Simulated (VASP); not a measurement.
# KCl (Fm-3m) in VASP: single point with PBEsol

Aim: the single point of KCl with PBEsol.

Program: VASP 6.6.1. These are calculated values, not measurements. Logs are shortened: lines on timing, memory, paths and dates and some standing lists are left out, and cuts for length are marked.

**What was measured.**

From a printed reference work, monograph, for a bulk crystal of KCl: band gap 8.68 eV.

How close the calculation comes is told below.

## Step 1: The cell of the first run

The structure is cubic, space group Fm-3m (No. 225). Conventional cell: a = 6.293 Å, b = 6.293 Å, c = 6.293 Å, α = 90.00°, β = 90.00°, γ = 90.00°. K (site symmetry m-3m) has 6 Cl at 3.15 Å within 4.1 Å. Within 4.1 Å of Cl (site symmetry m-3m) lie 6 K at 3.15 Å.

## Step 2: Single point, PBEsol

File INCAR:

```
ALGO     = Normal         # electronic algorithm
EDIFF    = 1E-6           # SCF threshold, eV
ENCUT    = 500            # plane-wave cutoff, eV
GGA      = PS             # functional
GGA_COMPAT= False        
ISIF     = 2              # what is computed and relaxed
ISMEAR   = -1             # smearing method
LASPH    = True           # aspherical terms in the spheres
LCHARG   = True           # write CHGCAR
LELF     = True           # ELF
LREAL    = False          # projectors in reciprocal space
LVHAR    = True         
LWAVE    = False          # write WAVECAR
NBANDS   = 15             # bands
NELM     = 120            # most SCF steps
PREC     = Accurate       # precision mode
SIGMA    = 0.05           # smearing width, eV
```

File KPOINTS:

```
k-points
0
Gamma
  6 6 6
```

File POSCAR:

```
KCl
1.0
    0.0000000000      3.1464700000      3.1464700000
    3.1464700000      0.0000000000      3.1464700000
    3.1464700000      3.1464700000      0.0000000000
K Cl
1 1
Direct
    0.0000000000      0.0000000000      0.0000000000
    0.5000000000      0.5000000000      0.5000000000
```

Potentials or basis: VASP PAW PBE potentials, release 64 (K_sv, Cl).

Launch:

```sh
cat potpaw_PBE.64/K_sv/POTCAR potpaw_PBE.64/Cl/POTCAR > POTCAR
mpirun -np 1 vasp_std > vasp.out
```

OUTCAR:

```text
EDIFF = 1E-6
   ENCUT = 500
   GGA = PS
   ISIF = 2
   ISMEAR = -1
   LASPH = True
   LREAL = False
   NELM = 120
   PREC = Accurate

 ion  position               nearest neighbor table
   1  0.000  0.000  0.000-   2 3.15   2 3.15   2 3.15   2 3.15   2 3.15   2 3.15
   2  0.500  0.500  0.500-   1 3.15   1 3.15   1 3.15   1 3.15   1 3.15   1 3.15

  LATTYP: Found a face centered cubic cell.
 ALAT       =     6.2929400000

  Lattice vectors:

 A1 = (   0.0000000000,   3.1464700000,   3.1464700000)
 A2 = (   3.1464700000,   0.0000000000,   3.1464700000)
 A3 = (   3.1464700000,   3.1464700000,   0.0000000000)

Analysis of symmetry for initial positions (statically):
=====================================================================
 Subroutine PRICEL returns:
 Original cell was already a primitive cell.

 Routine SETGRP: Setting up the symmetry group for a
 face centered cubic supercell.

 Subroutine GETGRP returns: Found 48 space group operations
 (whereof 48 operations were pure point group operations)
 out of a pool of 48 trial point group operations.

The static configuration has the point symmetry O_h .

Analysis of symmetry for dynamics (positions and initial velocities):
=====================================================================
 Subroutine PRICEL returns:
 Original cell was already a primitive cell.

 Routine SETGRP: Setting up the symmetry group for a
 face centered cubic supercell.

 Subroutine GETGRP returns: Found 48 space group operations
 (whereof 48 operations were pure point group operations)
 out of a pool of 48 trial point group operations.

The dynamic configuration has the point symmetry O_h .

 Subroutine INISYM returns: Found 48 space group operations
 (whereof 48 operations are pure point group operations),
 and found     1 'primitive' translations

----------------------------------------------------------------------------------------

                                     Primitive cell

  volume of cell :      62.3018

  direct lattice vectors                    reciprocal lattice vectors
     0.000000000  3.146470000  3.146470000    -0.158908237  0.158908237  0.158908237
     3.146470000  0.000000000  3.146470000     0.158908237 -0.158908237  0.158908237
     3.146470000  3.146470000  0.000000000     0.158908237  0.158908237 -0.158908237

  length of vectors
     4.449780548  4.449780548  4.449780548     0.275237140  0.275237140  0.275237140

  position of ions in fractional coordinates (direct lattice)
     0.000000000  0.000000000  0.000000000
     0.500000000  0.500000000  0.500000000

  ion indices of the primitive-cell ions
   primitive index   ion index
                 1           1
                 2           2

----------------------------------------------------------------------------------------

 KPOINTS: k-points

Automatic generation of k-mesh.
 Grid dimensions read from file:
 generate k-points for:    6    6    6

 Generating k-lattice:

  Cartesian coordinates                     Fractional coordinates (reciprocal lattice)
    -0.026484706  0.026484706  0.026484706     0.166666667  0.000000000  0.000000000
     0.026484706 -0.026484706  0.026484706     0.000000000  0.166666667  0.000000000
     0.026484706  0.026484706 -0.026484706     0.000000000  0.000000000  0.166666667

  Length of vectors
     0.045872857  0.045872857  0.045872857

  Shift w.r.t. Gamma in fractional coordinates (k-lattice)
     0.000000000  0.000000000  0.000000000

 Subroutine IBZKPT returns following result:
 ===========================================

 Found     16 irreducible k-points:

 Following reciprocal coordinates:
            Coordinates               Weight
  0.000000  0.000000  0.000000      1.000000
  0.166667  0.000000  0.000000      8.000000
  0.333333  0.000000  0.000000      8.000000
  0.500000  0.000000  0.000000      4.000000
  0.166667  0.166667  0.000000      6.000000
  0.333333  0.166667  0.000000     24.000000
[... 8 lines left out ...]
 -0.333333  0.333333  0.166667     24.000000
 -0.333333  0.500000  0.166667     12.000000
   k-points           NKPTS =     16   k-points in BZ     NKDIM =     16   number of bands    NBANDS=     15
   number of dos      NEDOS =    301   number of ions     NIONS =      2
   total plane-waves  NPLWV =  32768
   dimension x,y,z NGX =    32 NGY =   32 NGZ =   32
   dimension x,y,z NGXF=    64 NGYF=   64 NGZF=   64
   ions per type =               1   1
   NGX,Y,Z   is equivalent  to a cutoff of  11.96, 11.96, 11.96 a.u.
   NGXF,Y,Z  is equivalent  to a cutoff of  23.91, 23.91, 23.91 a.u.
 SYSTEM =  unknown system
   PREC   = accura    normal or accurate (medium, high low for compatibility)
   ISTART =      0    job   : 0-new  1-cont  2-samecut
   ICHARG =      2    charge: 1-file 2-atom 10-const
   ISPIN  =      1    spin polarized calculation?
   LNONCOLLINEAR =      F non collinear calculations
   LSORBIT =      F    spin-orbit coupling
   LASPH  =      T    aspherical Exc in radial PAW
   ENCUT  =  500.0 eV  36.75 Ry    6.06 a.u.   8.11  8.11  8.11*2*pi/ulx,y,z
   NELM   =    120;   NELMIN=  2; NELMDL= -5     # of ELM steps
   EDIFF  = 0.1E-05   stopping-criterion for ELM
   LREAL  =      F    real-space projection
   EDIFFG = 0.1E-04   stopping-criterion for IOM
   NSW    =      0    number of steps for IOM
   IBRION =     -1    ionic relax: 0-MD 1-quasi-New 2-CG
   NFREE  =      0    steps in history (QN), initial steepest desc. (CG)
   ISIF   =      2    stress and relaxation
   ISYM   =      2    0-nonsym 1-usesym 2-fastsym
   POTIM  = 0.5000    time-step for ionic-motion
   TEBEG  =    0.0;   TEEND  =   0.0 temperature during run
   PSTRESS=    0.0 pullay stress
   NELECT =      16.0000    total number of electrons
   NUPDOWN=      -1.0000    fix difference up-down
   EMIN   =  10.00;   EMAX   =-10.00  energy-range for DOS
   EFERMI =   0.00;   METHOD = LEGACY
   ISMEAR =    -1;   SIGMA  =   0.05  broadening in eV -4-tet -1-fermi 0-gaus
   EFERMI_NEDOS =   21; number of points for ismear=-14 and -15
   IALGO  =     38    algorithm
   IMIX   =      4    mixing-type and parameters
     AMIX     =   0.40;   BMIX     =  1.00
     AMIX_MAG =   1.60;   BMIX_MAG =  1.00
  volume/ion in A,a.u.               =      31.15       210.22
  Fermi-wavevector in a.u.,A,eV,Ry     =   1.040594  1.966437 14.732871  1.082835
  Thomas-Fermi vector in A             =   2.175177
   LORBIT       =      0    0 simple, 1 ext, 2 COOP (PROOUT), +10 PAW based schemes
   GGA     = PS    functional components
   LHFCALC =     F    Hartree Fock is set to
   AEXX    =    0.0000 exact exchange contribution
   IVDW    =     0    specifies the selected vdW correction
   LEPSILON=     F    determine dielectric tensor
   LRPA    =     F    only Hartree local field effects (RPA)
 non-spin polarized calculation
  energy-cutoff  :      500.00
  volume of cell :       62.30
 maximum number of plane-waves:      1596
   NGX = 17   NGY = 17   NGZ = 17

 number of electron      16.0000001 magnetization

 Free energy of the ion-electron system (eV)
  ---------------------------------------------------
  ext. energy  EPLUGINS =         0.00000000
  ---------------------------------------------------
  free energy    TOTEN  =        -7.02197603 eV

  energy without entropy =       -7.02197603  energy(sigma->0) =       -7.02197603

 E-fermi :  -0.7340     XC(G=0):  -7.7201

 val. band max:       -1.9056373177   @ k =   0.0000   0.0000   0.0000
 cond. band min:       3.1166589234   @ k =   0.0000   0.0000   0.0000
 fundamental gap:      5.0222962410
 Fermi energy:        -0.7340186606

 k-point     1 :       0.0000    0.0000    0.0000
  band No.  band energies     occupation
      1     -28.9503      2.00000
      2     -13.9969      2.00000
      3     -12.4765      2.00000
      4     -12.4765      2.00000
      5     -12.4765      2.00000
      6      -1.9056      2.00000
      7      -1.9056      2.00000
      8      -1.9056      2.00000
      9       3.1167      0.00000
     10       6.3892      0.00000
     11       6.3892      0.00000
     12       6.3892      0.00000
     13       7.2747      0.00000
     14       7.2747      0.00000
     15      10.8430      0.00000

 k-point     2 :       0.1667    0.0000    0.0000
  band No.  band energies     occupation
      1     -28.9475      2.00000
      2     -14.0471      2.00000
      3     -12.4789      2.00000
      4     -12.4789      2.00000
      5     -12.4127      2.00000
      6      -2.2314      2.00000
      7      -1.9937      2.00000
      8      -1.9937      2.00000
      9       3.7599      0.00000
     10       6.1995      0.00000
     11       6.7367      0.00000
     12       6.7367      0.00000
     13       7.6501      0.00000
     14       7.6501      0.00000
     15      11.8040      0.00000

 k-point     3 :       0.3333    0.0000    0.0000
  band No.  band energies     occupation
      1     -28.9419      2.00000
      2     -14.1376      2.00000
      3     -12.4837      2.00000
      4     -12.4837      2.00000
      5     -12.2943      2.00000
      6      -2.7630      2.00000
      7      -2.1603      2.00000
      8      -2.1603      2.00000
      9       4.9892      0.00000
     10       6.2477      0.00000
     11       7.6811      0.00000
     12       7.6811      0.00000
     13       8.5981      0.00000
     14       8.5981      0.00000
     15      10.8865      0.00000
[... 199 lines left out ...]
 k-point    15 :      -0.3333    0.3333    0.1667
  band No.  band energies     occupation
      1     -28.9367      2.00000
      2     -14.0420      2.00000
      3     -12.5563      2.00000
      4     -12.5375      2.00000
      5     -12.3642      2.00000
      6      -2.6388      2.00000
      7      -2.3562      2.00000
      8      -2.2693      2.00000
      9       5.9131      0.00000
     10       6.1655      0.00000
     11       7.7482      0.00000
     12       8.0237      0.00000
     13       9.2605      0.00000
     14       9.8293      0.00000
     15       9.9295      0.00000

 k-point    16 :      -0.3333    0.5000    0.1667
  band No.  band energies     occupation
      1     -28.9359      2.00000
      2     -13.9669      2.00000
      3     -12.6019      2.00000
      4     -12.5568      2.00000
      5     -12.4237      2.00000
      6      -2.4935      2.00000
      7      -2.3399      2.00000
      8      -2.2740      2.00000
      9       5.2242      0.00000
     10       6.8922      0.00000
     11       7.0639      0.00000
     12       8.1879      0.00000
     13       8.9913      0.00000
     14       9.7990      0.00000
     15      10.3308      0.00000

------------------------ aborting loop because EDIFF is reached ----------------------------------------

  FORCE on cell =-STRESS in cart. coord.  units (eV):
  Direction    XX          YY          ZZ          XY          YZ          ZX
  --------------------------------------------------------------------------------------
  -------------------------------------------------------------------------------------
  Total       -0.1488878     -0.1488878     -0.1488878      0.0000000      0.0000000      0.0000000
  in kB       -3.8288551     -3.8288551     -3.8288551      0.0000000      0.0000000      0.0000000
  external PRESSURE =      -3.8288551 kB  Pullay stress =       0.0000000 kB

 VOLUME and BASIS-vectors are now :
 -----------------------------------------------------------------------------
  energy-cutoff  :      500.00
  volume of cell :       62.30
      direct lattice vectors                 reciprocal lattice vectors
     0.000000000  3.146470000  3.146470000    -0.158908237  0.158908237  0.158908237
     3.146470000  0.000000000  3.146470000     0.158908237 -0.158908237  0.158908237
     3.146470000  3.146470000  0.000000000     0.158908237  0.158908237 -0.158908237

 POSITION                                       TOTAL-FORCE (eV/Angst)
 -----------------------------------------------------------------------------------
      0.00000      0.00000      0.00000         0.000000     -0.000000      0.000000
      3.14647      3.14647      3.14647        -0.000000      0.000000     -0.000000
 -----------------------------------------------------------------------------------
    total drift:                                0.000000     -0.000000     -0.000000

  FREE ENERGIE OF THE ION-ELECTRON SYSTEM (eV)
  ---------------------------------------------------
  free  energy   TOTEN  =        -7.0219760259 eV

  energy  without entropy=       -7.0219760259  energy(sigma->0) =       -7.02197603
```

Wall time 22 s (1 thread of Intel Xeon 8259CL, shared host); peak memory 0.18 GiB.

What came out:

```
Free energy            : -7.0220 eV
Pressure               : -0.4 GPa
Band gap on the k mesh : 5.02 eV
```

Caveat: the PAW data sets were made with another functional, which shifts forces and pressure a little.

## Step 3: Comparison with measurements

Step 2. Measured gap of KCl: 8.68 eV (a printed reference work, monograph). This calculation gives 5.02 eV (-3.66 eV). The value is that of PBEsol, without temperature or zero-point motion. Semilocal functionals fall short of measured gaps as a rule.
